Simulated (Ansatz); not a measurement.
Method: DFT PBE, scalar-relativistic, plane waves, PAW in Ansatz 0.2.0. All cells share a 420 eV cutoff and Γ-centred k meshes spaced about 0.3 Å⁻¹ or finer (0.25 for metals, 2π included). No spin polarisation.

Relaxed structures of MgZn4O, with energies over the first row. Coordination counts Mg or Zn atoms around O (for each partner element, those within 1.25 times its shortest distance or 1.15 times the sum of covalent radii, where it is the nearest in units of that sum or under 1.3; a plus sign parts groups by distance over the sum of covalent radii).

| # | form | sites | V (Å³/atom) | coordination | ΔE (meV/atom) |
| --- | --- | --- | --- | --- | --- |
| 1 | P4/nmm | Mg 2c; Zn 2c, 2c, 2c, 2c; O 2c | 14.2 | O 5 | 0 |
| 2 | P3m1 | Mg 1b; Zn 1c, 1b, 1a, 1a; O 1a | 14.6 | O 3+3 | 193 |

A further structure, relaxed alike:

```xyz
6
Lattice="-1.4399 1.4399 10.4828 1.4399 -1.4399 10.4828 1.4399 1.4399 -10.4828" Properties=species:S:1:pos:R:3 pbc="T T T"
Mg    0.0000    0.0000    0.0000
Zn    0.0000    0.0000   13.0592
Zn    0.0000    0.0000    7.9064
Zn    0.0000    0.0000    4.3372
Zn    0.0000    0.0000   16.6284
O     0.0000    0.0000   10.4828
```

Q: Place it among the others.

A: It falls between rows 1 and 2, 89 meV/atom above row 1, with space group I4/mmm (No. 139) and 14.5 Å³/atom. Counting Mg or Zn atoms around O, this cell has O 4 and row 1 has O 5. Around Mg lie 4 O at 2.04 Å, 4 Mg at 2.88 Å and 8 Zn at 3.28 Å; Zn on its first site is surrounded by 1 O at 2.58 Å, 4 Zn at 2.69 Å and 4 Zn at 2.88 Å; Zn on its second site is surrounded by 12 Zn at 2.69–2.88 Å; O is surrounded by 4 Mg at 2.04 Å and 2 Zn at 2.58 Å.

Trial moments fell under 0.15 μB along the way in P4/nmm, I4/mmm and P3m1; another start might hold them. With atoms moved at random, row 1 ended within 5 meV/atom of its own energy, in a cell of lower symmetry. Other cells relaxed within their symmetry can be saddle points.
